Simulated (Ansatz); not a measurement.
The system is Sc.

```
Sc
1.0
     0.00000    2.26000    2.26000
     2.26000    0.00000    2.26000
     2.26000    2.26000    0.00000
Sc
1
Direct
  0.00000 0.00000 0.00000
```

This isn't the form of Sc at room conditions, which is hcp.

Program: Ansatz 0.2.0. Alike in all runs: cell as given; k mesh 10 × 10 × 10; cutoff (eV) 1061. Hardware: 2 threads of Arm Neoverse V1, with other jobs on the host.

Question: Order these runs on this cell by their wall time, lowest first.
A. task optical spectrum; level BLYP+D4; potentials or basis PseudoDojo standard; spin collinear, ferromagnetic start; smearing fermi-dirac 0.1 eV; broadening 0.05 eV
B. task projected density of states; level r2SCAN+rVV10; potentials or basis PseudoDojo PBEsol stringent; spin off; smearing methfessel-paxton 0.1 eV
C. task band structure; level rPW86-PBE+D3(BJ); potentials or basis PseudoDojo stringent; spin off; smearing tetrahedron; points for each segment of the path 14

Answer: C (4 s), B (8.5 s), A (29 s).

Caveats: spectra need much finer meshes, so this one isn't converged (some runs); independent-particle spectra lack excitons (some runs); the intraband (Drude) part of a metal's response may be missing (some runs); the starting moments weren't kept (some runs); the meta-GGA runs on potentials made for a GGA (some runs).

Runs at the PBE level aren't shown here.
